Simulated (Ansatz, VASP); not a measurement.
# AlN in VASP and in Ansatz

```
Al N
1.0
     0.00000   -1.98443   -1.98443
     0.00000    1.98443   -1.98443
     3.96887    0.00000    0.00000
Al N
2 2
Direct
  0.51739 0.48261 0.00000
  0.98261 0.01739 0.50000
  0.49369 0.50631 0.50000
  0.00631 0.99369 0.00000
```

Change from the starting cell: mode 4 frozen in at -0.071 Å, equal normal strain along x, y and z -0.0250.

Alike in both runs: task single point; functional PBE; k mesh 8 × 8 × 6; occupations gaussian, width 0.05 eV; no spin polarisation.

```csv
,VASP,Ansatz
version,VASP 6.6.1,Ansatz 0.2.0
potentials or method,"VASP PAW PBE potentials, release 64 (Al, N)","scalar-relativistic, plane waves, PAW"
plane-wave cutoff (eV),520,520
valence electrons in the cell,16,16
```

```tsv
	VASP	Ansatz	Ansatz less VASP
gap on the k mesh at the Fermi level (eV)	5.13	5.15	+0.025
least direct gap on the mesh (eV)	5.16	5.18	+0.025
pressure (GPa)	22.4	22.8	+0.34
largest component of the traceless stress (GPa)	0.92	0.91	-0.004
rms of the force components (eV/Å)	0.366	0.366	-0.0001
```

Atom by atom the forces differ by 0.000 eV/Å (rms over components).

Caveats: so large a pressure means that the cell lies far from this level's equilibrium, or that cutoff or potentials fall short (VASP). A k mesh can miss the band edges.
